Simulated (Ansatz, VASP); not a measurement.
## AlCo in VASP and in Ansatz

Contents of INCAR:

```
ALGO     = Normal         # electronic algorithm
EDIFF    = 1E-7           # SCF threshold, eV
ENCUT    = 520            # plane-wave cutoff, eV
GGA      = PS             # functional
ISIF     = 2              # what is computed and relaxed
ISMEAR   = 0              # smearing method
LASPH    = T              # aspherical terms in the spheres
LCHARG   = F              # write CHGCAR
LREAL    = F              # projectors in reciprocal space
LWAVE    = F              # write WAVECAR
NBANDS   = 13             # bands
NELM     = 100            # most SCF steps
PREC     = Accurate       # precision mode
SIGMA    = 0.15           # smearing width, eV
```

Contents of KPOINTS:

```
k-points
0
Gamma
  12 12 12
```

File POSCAR:

```
AlCo
1.0
    2.8225855368      0.0000000000      0.0000000000
    0.0000000000      2.8225855368      0.0000000000
    0.0000000000      0.0000000000      2.8225855368
Al Co
1 1
Direct
    0.0000000000      0.0000000000      0.0000000000
    0.5000000000      0.5000000000      0.5000000000
```

Input for Ansatz:

```yaml
crystal:
  lattice:
    - [2.8225855368, 0.0, 0.0]
    - [0.0, 2.8225855368, 0.0]
    - [0.0, 0.0, 2.8225855368]
  atoms:
    - { symbol: Al, position: [0.0, 0.0, 0.0] }
    - { symbol: Co, position: [0.5, 0.5, 0.5] }
basis:
  ecutwfc: 420
kpoints:
  mp_grid: { grid: [12, 12, 12] }
hamiltonian:
  xc: pbesol
scf:
  occupations: { method: gaussian, width: 0.15 }
output:
  forces: true
  stress: true
  eigenvalues: true
  write_density: true
  write_potential: true
  elf: true
  volumetric_format: npy
```

The cell is a database's computed one.

Alike in both runs: task single point; functional PBEsol; k mesh 12 × 12 × 12; occupations gaussian, width 0.15 eV; no spin polarisation.

```csv
,VASP,Ansatz
version,VASP 6.6.1,Ansatz 0.2.0
potentials or method,"VASP PAW PBE potentials, release 64 (Al, Co)","scalar-relativistic, plane waves, PAW"
plane-wave cutoff (eV),520,420
valence electrons in the cell,12,20
```

```tsv
	VASP	Ansatz	Ansatz less VASP
gap on the k mesh at the Fermi level (eV)	none	none	-
pressure (GPa)	0.1	0.1	-0.08
```

A gap of «none» marks a metal or a gap that the smearing closes. The two sets of potentials don't hold the same shells in valence.

Caveats: the PAW data sets were made with another functional, which shifts forces and pressure a little (VASP). Spin polarisation is off, so any magnetic state and its effect on volume and gap are missing.
